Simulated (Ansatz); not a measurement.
## SiO$_{2}$: computed properties

Computed with DFT PBE, scalar-relativistic, plane waves, PAW in Ansatz 0.2.0.

Plane waves to 420 eV, a k mesh through Γ of 6×6×6 on the computed 12-atom cell and Gaussian smearing (0.02 eV); no spin polarisation.

The structure is relaxed at this level of theory with its symmetry kept. This form isn't the usual stable structure of the compound.

```
CELL_PARAMETERS angstrom
0.00000 4.76097 7.42762
2.37936 0.00000 7.42762
2.37936 4.76097 0.00000
ATOMIC_POSITIONS crystal
Si 0.56316 0.56316 0.93684
Si 0.31316 0.31316 0.68684
Si 0.68684 0.68684 0.31316
Si 0.93684 0.93684 0.56316
O 0.62500 0.12500 0.62500
O 0.62500 0.62500 0.12500
O 0.62500 0.62500 0.62500
O 0.12500 0.62500 0.62500
O 0.18621 0.81379 0.18621
O 0.81379 0.18621 0.81379
O 0.43621 0.06379 0.43621
O 0.06379 0.43621 0.06379
```

* Space group: Fddd (No. 70)
* Volume per atom: 14.02 Å³
* Formation energy from the elements' standard states (uncorrected): -2.768 eV/atom
* Kohn–Sham band gap: 5.60 eV, direct at Γ
* Löwdin character of the top 1 eV of the valence band: O 2p 97 %
* Löwdin character of the lowest 1 eV of the conduction band: Si 3s 45 %, O 2s 22 %, Si 3p 14 %, unprojected 14 %
* Electron masses at the edge by Cartesian direction of the standard setting (m_e; degenerate bands sorted by energy; no spin-orbit coupling): x: 0.51; y: 0.53; z: 0.51
* Hole masses at the edge by Cartesian direction of the standard setting (m_e; degenerate bands sorted by energy; no spin-orbit coupling): x: 2.5; y: 3.3; z: 1.8
* Bulk modulus: 119 GPa
* Its pressure derivative: 2.5
* Electronic dielectric constant xx, yy, zz of the standard setting (independent particles): 2.5, 2.5, 2.5